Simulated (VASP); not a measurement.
Set up this calculation in VASP 6.6.1, as the native input.

* Task: relaxation of cell and atoms
* Functional: PBE
* Dispersion: D3(BJ)
* Potentials or basis: VASP PAW PBE potentials, release 64 (Cu, I)
* Cutoff: 600 eV
* k mesh: 8 × 8 × 8
* Occupations: gaussian, width 0.02 eV
* Spin: no spin polarisation
* Dipole correction: no
* Further INCAR settings: ALGO = Normal; EDIFF = 1e-06; IBRION = 2; EDIFFG = -0.005; NSW = 70; ISIF = 3

The structure of CuI (Marshite) lies in POSCAR:

```
CuI
1.0
    0.0000000000      3.0390034059      3.0390034059
    3.0390034059      0.0000000000      3.0390034059
    3.0390034059      3.0390034059      0.0000000000
Cu I
1 1
Direct
    0.2500000000      0.2500000000      0.2500000000
    0.0000000000      0.0000000000      0.0000000000
```

One way to write it, as run:

INCAR

```
SYSTEM = CuI
ALGO = Normal
EDIFF = 1E-6
EDIFFG = -0.005
ENCUT = 600
GGA = PE
IBRION = 2
ISIF = 3
ISMEAR = 0
IVDW = 12
LASPH = .True.
LCHARG = .False.
LREAL = .False.
LWAVE = .False.
NELM = 80
NSW = 70
PREC = Accurate
SIGMA = 0.02
```

KPOINTS

```
k-points
0
Gamma
  8 8 8
  0 0 0
```

Potentials or basis: VASP PAW PBE potentials, release 64 (Cu, I).

Launch:

```sh
$ cat potpaw_PBE.64/Cu/POTCAR potpaw_PBE.64/I/POTCAR > POTCAR
$ mpirun -np 1 vasp_std > vasp.out
```

It gave:

```yaml
Relaxed_volume: 26.65 Å³/atom
Relaxed_cell: a = 4.224 Å, b = 4.224 Å, c = 4.224 Å, α = 60.00°, β = 60.00°, γ = 60.00°
Space_group_after_relaxing_to_0.05_Å: F-43m (No. 216)
Energy_gained_by_relaxing: 10.1 meV/atom
Ionic_steps: 3
Pressure_after_relaxing: 0.0 GPa
Band_gap_on_the_k_mesh: 1.27 eV, direct
Dispersion_energy_per_atom: -0.360 eV
```

Caveat: spin-orbit coupling is left out, which moves the levels of the heavy elements.

Run time: 43 s on 1 thread of Intel(R) Xeon(R) Platinum 8559C (Emerald Rapids), with other jobs on the host, peak memory 0.23 GiB.
